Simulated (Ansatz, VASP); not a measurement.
**Al: VASP and Ansatz over several settings**

```
Al
1.0
     0.00000    2.02481    2.02481
     2.02481    0.00000    2.02481
     2.02481    2.02481    0.00000
Al
1
Direct
  0.00000 0.00000 0.00000
```

Single points on this cell with VASP 6.6.1 and Ansatz 0.2.0. Each row is one pair of runs. Alike in all rows: spin: off; k mesh: 11 × 11 × 11.

| level | smearing | VASP's potentials, cutoff | Ansatz's potentials, cutoff | gap on the k mesh at the Fermi level (eV), VASP | gap on the k mesh at the Fermi level (eV), Ansatz | pressure (GPa), VASP | pressure (GPa), Ansatz |
| --- | --- | --- | --- | --- | --- | --- | --- |
| RPBE | gaussian, width 0.05 eV | VASP PAW PBE potentials, release 64 (Al), 520 eV | Ansatz PAW, 420 eV | none | none | 0.8 | 1.0 |
| PBE | fermi-dirac, width 0.05 eV | VASP PAW PBE potentials, release 64 (Al), 520 eV | JTH PAW, 570 eV | none | none | -0.5 | -0.5 |
| PBE | fermi-dirac, width 0.05 eV | VASP PAW PBE potentials, release 64 (Al), 520 eV | PseudoDojo standard (PBE files), 544 eV | none | none | -0.5 | -0.7 |
| PBE | fermi-dirac, width 0.05 eV | VASP PAW PBE potentials, release 64 (Al), 520 eV | Ansatz PAW, 420 eV | none | none | -0.5 | -0.4 |
| PBE | fermi-dirac, width 0.05 eV | VASP PAW PBE potentials, release 64 (Al), 520 eV | SSSP precision PAW, 408 eV | none | none | -0.5 | -0.5 |
| PBE | fermi-dirac, width 0.05 eV | VASP PAW PBE potentials, release 64 (Al), 520 eV | PseudoDojo stringent (PBE files), 544 eV | none | none | -0.5 | -0.7 |
| PBE | fermi-dirac, width 0.05 eV | VASP PAW PBE potentials, release 64 (Al), 520 eV | SSSP efficiency PAW, 408 eV | none | none | -0.5 | -0.5 |
| RPBE | gaussian, width 0.02 eV | VASP PAW PBE potentials, release 64 (Al_GW), 550 eV | Ansatz PAW, 420 eV | none | none | 0.8 | 0.9 |

Pressure (GPa): the two programs differ by at most 0.2.

A gap of «none» marks a metal or a gap that the smearing closes.

Caveats: the PAW data sets were made with another functional, which shifts forces and pressure a little (VASP); the PAW data sets come from PBE, with cores solved anew for the run's functional, which leaves a small shift of forces and pressure (Ansatz).
